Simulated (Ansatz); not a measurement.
# NiO (Fm-3m) in Ansatz: settings compared

The runs below take NiO through band structure, single point, equation of state, with PBE, RPBE+D4.

Everything below comes from runs of Ansatz 0.2.0. Logs are shortened: lines on timing, memory, paths and dates and some standing lists are left out, and cuts for length are marked.

### 1 Starting point

It takes space group Fm-3m (No. 225, cubic). The conventional cell has a = 4.172 Å, b = 4.172 Å, c = 4.172 Å, α = 90.00°, β = 90.00°, γ = 90.00°. Ni (site symmetry m-3m) is surrounded by 6 O at 2.09 Å. O (site symmetry m-3m) is surrounded by 6 Ni at 2.09 Å.

### 2 Band structure, PBE, collinear spin, ferromagnetic start

Input file input.yaml:

```yaml
crystal:
  lattice:
    - [0.0, 2.0859016414, 2.0859016414]
    - [2.0859016414, 0.0, 2.0859016414]
    - [2.0859016414, 2.0859016414, 0.0]
  atoms:
    - { symbol: Ni, position: [0.0, 0.0, 0.0], spin: 1.0 }
    - { symbol: O, position: [0.5, 0.5, 0.5] }
hamiltonian:
  xc: pbe
  pseudopotentials: { kind: paw }
magnetization:
  spin_polarized: true
kpoints:
  mp_grid: { grid: [11, 11, 11] }
  band_path:
    path:
      - [[0.0, 0.0, 0.0], [0.5, 0.0, 0.5], [0.5, 0.25, 0.75], [0.375, 0.375, 0.75], [0.0, 0.0, 0.0], [0.5, 0.5, 0.5], [0.625, 0.25, 0.625], [0.5, 0.25, 0.75], [0.5, 0.5, 0.5], [0.375, 0.375, 0.75]]
      - [[0.625, 0.25, 0.625], [0.5, 0.0, 0.5]]
    npoints: 14
scf:
  occupations: { method: fermi_dirac, width: 0.05 }
  n_extra_bands: 6
output:
  forces: true
  stress: true
  eigenvalues: true
  fatbands: true
  write_density: true
  write_potential: true
  elf: true
  volumetric_format: npy
```

Potentials or basis: Ansatz PAW.

Launch:

```console
$ ansatz run input.yaml --threads 2 --pin off --max-ram 5120MiB --backend cpu --events-out ev --progress --plain --runs-dir out
```

Log:

```text
Warning: RAYON_NUM_THREADS=2 ignored (pool sized by the plan → 2); use --threads N
scf.n_extra_bands = 6 over 12 filled bands (N_el = 24.0): the run solves 18 bands
Engine: ansatz 0.2.0, x86_64-unknown-linux-gnu
Pseudopotentials: kind: paw
Pseudopotential: Ni, paw, valence charge 18, recommended cutoff 420 eV (normal), Ni.paw.azcp
Pseudopotential: O, paw, valence charge 6, recommended cutoff 420 eV (normal), O.paw.azcp
Functional definition: PBE
  parameter kappa = 0.804
  parameter beta = 0.06672455060314922
  exchange = pbe_x(kappa = kappa, mu = beta*pi^2/3)
  correlation = pbe_c(beta = beta)
Crystal: 2 atoms, lattice volume = 18.151 Å³
Basis set: ecut = 420 eV, 339 PW (Γ), exchange–correlation on 40×40×40 points (8 copies of the dense FFT grid, shifted against one another)
Bands: 18, of which v1, the nominal top of the filled ones, is band 12 counted from 1 (11 counted from 0)
Symmetry: 48 space group operations
Space group: Fm-3m (ITA 225), of the structure as read, at distance tolerance 2.6e-5 Å
Magnetic group: BNS 225.116 (UNI 1618), of the structure as read, at distance tolerance 2.6e-5 Å
k-points: 56 of 1331
Non-local potential: Ni, projectors of the file, l = 0: 3, l = 1: 2, l = 2: 3, l = 3: 1
Non-local potential: O, projectors of the file, l = 0: 2, l = 1: 2, l = 2: 1
PAW form: soft (Blöchl's): semilocal exchange-correlation on the pseudo side does not see the compensation charge
PAW one-centre angular grid: Ni, 590 points (default); XC on 64 Gauss nodes
PAW one-centre angular grid: O, 110 points (default); XC on 64 Gauss nodes
Initial density: superposition of atomic densities (chi_scale 0.1, normalization cell, long waves kept (reshape's long-wave potential 0.00 eV rms))
Starting moments: Σ|m| = 1 μB on 1 of 2 sites
Initial wavefunctions: pseudopotential atomic-orbital guess
Functional: x = pbe(κ = 0.804, μ = 0.2195149727645171), c = pbe(β = 0.06672455060314922)
SCF iter   1: F=—  HF=-6404.574292 eV  |F-HF|=—  |Δ(HF+E_count)|=         —  Δρ=2.06e-1 (↑7.09e-2 ↓2.06e-1)  dr2=8.80e0  dr2_m=1.09e0  M=0.261 μB ∫|m|=0.261 μB  β_m=0.30  ethr=3.10e-3  ⟨swp⟩=5.7  Hψ=8869  notcnv=0
Mixer restart at iter 1: flushing history
preconditioner: auto → none  [metal: Δε(μ)=0.030 eV  Ē_g=15.991 eV  σ=0.050 eV  W_gap=0.15  n_scr=8 (ndim 8)  ℏωp=34.9 eV  f_vac=0.000  D(μ)=1.90/eV (n_scr^D=26)  sad-step TF]
SCF iter   2: F=—  HF=-6405.062108 eV  |F-HF|=—  |Δ(HF+E_count)|=   4.88e-1  Δρ=7.95e-2 (↑3.01e-2 ↓7.95e-2)  dr2=9.23e-1  dr2_m=2.70e-1  M=0.424 μB ∫|m|=0.424 μB  β_m=0.37  ethr=3.10e-3  ⟨swp⟩=3.0  Hψ=5027  notcnv=0  defer=112
SCF iter   3: F=—  HF=-6405.437009 eV  |F-HF|=—  |Δ(HF+E_count)|=   3.75e-1  Δρ=4.08e-2 (↑1.61e-2 ↓4.08e-2)  dr2=2.95e-1  dr2_m=6.19e-2  M=0.458 μB ∫|m|=0.458 μB  β_m=0.53  ethr=3.10e-3  ⟨swp⟩=2.0  Hψ=3415  notcnv=0  defer=110
SCF iter   4: F=—  HF=-6405.829767 eV  |F-HF|=—  |Δ(HF+E_count)|=         —  Δρ=9.77e-2 (↑8.34e-2 ↓9.77e-2)  dr2=6.17e-2  dr2_m=1.35e0  M=1.322 μB ∫|m|=1.323 μB  β_m=1.00  ethr=1.23e-3  ⟨swp⟩=2.1  Hψ=3035  notcnv=0  defer=112
Mixer restart at iter 4: flushing history
SCF iter   5: F=—  HF=-6405.713133 eV  |F-HF|=—  |Δ(HF+E_count)|=         —  Δρ=2.69e-2 (↑2.69e-2 ↓1.96e-2)  dr2=2.16e-1  dr2_m=1.64e-2  M=1.399 μB ∫|m|=1.401 μB  β_m=0.53  ethr=2.08e-4  ⟨swp⟩=3.0  Hψ=5258  notcnv=0  defer=112
Mixer restart at iter 5: flushing history
SCF iter   6: F=—  HF=-6405.740793 eV  |F-HF|=—  |Δ(HF+E_count)|=   2.77e-2  Δρ=5.49e-2 (↑1.67e-2 ↓5.49e-2)  dr2=3.35e-1  dr2_m=1.56e-1  M=1.641 μB ∫|m|=1.646 μB  β_m=0.38  ethr=2.08e-4  ⟨swp⟩=3.0  Hψ=5061  notcnv=0  defer=112
SCF iter   7: F=—  HF=-6405.667685 eV  |F-HF|=—  |Δ(HF+E_count)|=   7.31e-2  Δρ=2.11e-2 (↑1.63e-2 ↓2.11e-2)  dr2=4.87e-3  dr2_m=5.77e-2  M=1.574 μB ∫|m|=1.578 μB  β_m=0.26  ethr=2.08e-4  ⟨swp⟩=3.0  Hψ=4863  notcnv=0  defer=111
SCF iter   8: F=—  HF=-6405.670391 eV  |F-HF|=—  |Δ(HF+E_count)|=   2.71e-3  Δρ=1.46e-2 (↑9.46e-3 ↓1.46e-2)  dr2=3.80e-3  dr2_m=2.36e-2  M=1.613 μB ∫|m|=1.618 μB  β_m=0.34  ethr=2.03e-5  ⟨swp⟩=2.0  Hψ=3445  notcnv=0  defer=112
SCF iter   9: F=—  HF=-6405.670859 eV  |F-HF|=—  |Δ(HF+E_count)|=   4.68e-4  Δρ=3.29e-3 (↑3.29e-3 ↓3.10e-3)  dr2=9.83e-4  dr2_m=1.34e-3  M=1.690 μB ∫|m|=1.697 μB  β_m=0.54  ethr=1.59e-5  ⟨swp⟩=2.1  Hψ=3607  notcnv=0  defer=112
SCF iter  10: F=—  HF=-6405.670739 eV  |F-HF|=—  |Δ(HF+E_count)|=   1.20e-4  Δρ=5.10e-4 (↑3.00e-4 ↓5.10e-4)  dr2=1.97e-5  dr2_m=2.20e-5  M=1.728 μB ∫|m|=1.735 μB  β_m=0.72  ethr=4.09e-6  ⟨swp⟩=2.4  Hψ=3418  notcnv=0  defer=112
SCF iter  11: F=—  HF=-6405.670797 eV  |F-HF|=—  |Δ(HF+E_count)|=   5.85e-5  Δρ=3.33e-4 (↑2.34e-4 ↓3.33e-4)  dr2=3.99e-6  dr2_m=1.27e-5  M=1.726 μB ∫|m|=1.733 μB  β_m=0.86  ethr=8.20e-8  ⟨swp⟩=2.1  Hψ=2888  notcnv=0  defer=112
SCF iter  12: F=—  HF=-6405.670799 eV  |F-HF|=—  |Δ(HF+E_count)|=   1.95e-6  Δρ=1.48e-4 (↑8.31e-5 ↓1.48e-4)  dr2=9.57e-7  dr2_m=2.10e-6  M=1.727 μB ∫|m|=1.734 μB  β_m=0.93  ethr=1.66e-8  ⟨swp⟩=2.2  Hψ=2686  notcnv=0  defer=112
SCF iter  13: F=—  HF=-6405.670799 eV  |F-HF|=—  |Δ(HF+E_count)|=   1.16e-7  Δρ=2.03e-5 (↑1.12e-5 ↓2.03e-5)  dr2=1.83e-8  dr2_m=3.95e-8  M=1.728 μB ∫|m|=1.735 μB  β_m=0.92  ethr=3.99e-9  ⟨swp⟩=2.2  Hψ=2917  notcnv=0  defer=112
SCF iter  14: F=-6405.670799 eV  HF=-6405.670799 eV  |F-HF|=3.64e-9  |Δ(HF+E_count)|=   1.16e-9  Δρ=5.29e-6 (↑2.40e-6 ↓5.29e-6)  dr2=4.36e-9  dr2_m=1.67e-9  M=1.728 μB ∫|m|=1.735 μB  ethr=7.61e-11  ⟨swp⟩=10.0  Hψ=12770  notcnv=0
SCF 1 converged in 14 iterations: F = -6405.670799 eV  dr2 = 4.36e-9
NSCF: frozen V_eff on 142 k-points
SCF converged after 14 iterations
Magnetization: 1.7278 μB (12.8639 up, 11.1361 down)
Absolute magnetization: 1.7345 μB (∫|ρ↑−ρ↓|, with the PAW one-centre terms)
Spin contamination: 0.0068 ħ² per cell (⟨S²⟩ above its minimum at these occupations)
Per-site moments (μB) at R_I (Å): [(1.3978585938077268, 0.8604344270775), (0.27484667023325465, 0.8604344270775)]
Free energy (F): -6405.670799 eV
Harris-Foulkes:  -6405.670799 eV  (|F-HF|=3.64e-9)
Internal energy: -6405.660206 eV  (E = F + TS)
E sigma→0 (E₀):  -6405.665503 eV
Entropy (-TS):   -0.010593 eV (-5.297 meV/atom)
Fermi energy:    14.520943 eV
--- Per-component energies (eV) ---
  E_band       = -325.240204
  E_kinetic    = 452.195106
  E_local      = -3992.942906  (includes V_loc(G=0)·N_el)
  E_nonlocal   = 692.832325
  E_hartree    = 1645.308591
  E_xc         = -156.069387
  E_vxc        = -200.214641  (∫ρ·V_xc dr)
  E_paw        = -1792.188155  (= ΣΔE_a)
  E_vpaw       = -567.727642  (= ΣTr[D̂ρ^β])
  E_aug_tail   = 0.003130  (compensation charges beyond the density's cutoff)
  E_ewald      = -3254.798910
  E_smearing   = -0.010593  (= −TS)
  E_closure    = 0.000000  (closes the sum)
  Σ components = -6405.670799   (vs F -6405.670799, Δ=0.00e0)
--- Forces (eV/Å), atoms counted from 1 ---
  atom   1  Ni    -0.00000000     0.00000000    -0.00000000
  atom   2  O      0.00000000     0.00000000     0.00000000
  max |Σ_I F_I| component: 1.50e-29 eV/Å
--- Stress (GPa, compression-positive) ---
        5.707224       0.000000       0.000000
        0.000000       5.707224       0.000000
       -0.000000       0.000000       5.707224
  P = ⅓ Tr σ = 5.7072 GPa (57.072 kbar)
--- Band table (eV; the first three rows and the last of 112) ---
  k-point 0 ↑: bands = ["-89.8648", "-50.2435", "-50.2435", "-50.2435", "-5.9312", "11.3944", "11.3944", "11.4633", "11.4633", "11.4633", "11.8678", "11.8678", "11.8678", "15.9999", "32.2639", "33.3458", "33.3458", "33.3458"]
  k-point 1 ↑: bands = ["-89.8645", "-50.2459", "-50.2438", "-50.2438", "-5.8364", "10.5967", "10.5967", "10.6372", "11.8548", "11.8548", "12.1480", "12.3627", "12.3627", "16.5837", "30.4359", "33.0499", "33.0499", "34.2628"]
  k-point 2 ↑: bands = ["-89.8640", "-50.2525", "-50.2447", "-50.2447", "-5.5712", "9.2945", "9.8429", "9.8429", "12.0204", "12.0204", "12.3775", "13.1933", "13.1933", "17.7998", "28.1460", "31.9059", "31.9059", "34.6506"]
  k-point 55 ↓: bands = ["-88.0600", "-48.5097", "-48.5081", "-48.4989", "-3.8873", "8.5504", "8.6009", "9.4525", "13.3226", "13.5183", "13.8059", "14.8346", "15.5693", "23.4773", "25.2372", "25.4076", "28.6455", "36.0246"]
```

Wall time 5 s (2 threads of Intel Xeon Platinum 8375C at 2.90GHz (Ice Lake), shared host); peak memory 0.36 GiB.

What came out:

* Free energy: -6405.6708 eV
* Pressure: 5.7 GPa
* Band gap on the k mesh: none (metal or under the smearing width)
* Net moment: 1.73 μB per cell
* Absolute moment: 1.73 μB per cell
* Site moments: Ni +1.40; O +0.27 μB

Levels at the corners of the path, in eV from the Fermi level:
Spin up:
```tsv
point	band 9	band 10	band 11	band 12	band 13	band 14	band 15	band 16	band 17	band 18
Γ	-3.06	-3.06	-2.65	-2.65	-2.65	1.48	17.74	18.82	18.82	18.82
X	-3.54	-2.78	-2.22	-1.63	-1.63	6.08	10.53	12.18	16.59	16.59
W	-2.36	-1.90	-1.90	-1.63	-1.24	8.43	10.63	10.63	13.39	22.04
K	-2.60	-1.84	-1.76	-1.52	-1.16	7.73	10.27	10.47	15.80	18.52
Γ	-3.06	-3.06	-2.65	-2.65	-2.65	1.48	17.74	18.82	18.82	18.82
L	-1.95	-1.95	-1.41	0.30	0.30	5.54	9.93	13.99	13.99	21.20
U	-2.60	-1.84	-1.76	-1.52	-1.16	7.73	10.27	10.47	15.80	18.52
W	-2.36	-1.90	-1.90	-1.63	-1.24	8.43	10.63	10.63	13.39	22.04
L	-1.95	-1.95	-1.41	0.30	0.30	5.54	9.93	13.99	13.99	21.20
K	-2.60	-1.84	-1.76	-1.52	-1.16	7.73	10.27	10.47	15.80	18.52
U	-2.60	-1.84	-1.76	-1.52	-1.16	7.73	10.27	10.47	15.80	18.52
X	-3.54	-2.78	-2.22	-1.63	-1.63	6.08	10.53	12.18	16.59	16.59
```
Spin down:
| point | band 9 | band 10 | band 11 | band 12 | band 13 | band 14 |
| --- | --- | --- | --- | --- | --- | --- |
| Γ | -1.84 | -1.84 | -1.84 | -0.59 | -0.59 | 1.82 |
| X | -2.84 | -0.74 | -0.74 | -0.16 | 0.39 | 6.53 |
| W | -1.08 | -1.08 | -0.73 | 0.25 | 1.00 | 8.97 |
| K | -1.66 | -0.87 | -0.65 | 0.51 | 1.02 | 8.18 |
| Γ | -1.84 | -1.84 | -1.84 | -0.59 | -0.59 | 1.82 |
| L | -0.94 | -0.94 | -0.57 | 2.24 | 2.24 | 5.71 |
| U | -1.66 | -0.87 | -0.65 | 0.51 | 1.02 | 8.18 |
| W | -1.08 | -1.08 | -0.73 | 0.25 | 1.00 | 8.97 |
| L | -0.94 | -0.94 | -0.57 | 2.24 | 2.24 | 5.71 |
| K | -1.66 | -0.87 | -0.65 | 0.51 | 1.02 | 8.18 |
| U | -1.66 | -0.87 | -0.65 | 0.51 | 1.02 | 8.18 |
| X | -2.84 | -0.74 | -0.74 | -0.16 | 0.39 | 6.53 |

Caveat: the pressure holds a Pulay correction of +0.7 GPa for the finite cutoff; a cell with one magnetic atom can't hold antiferromagnetic order, which such compounds often take; semilocal functionals often make such compounds metallic where correlation or magnetic order opens a gap, which also shifts bond lengths.

[end of part 1 of 2]
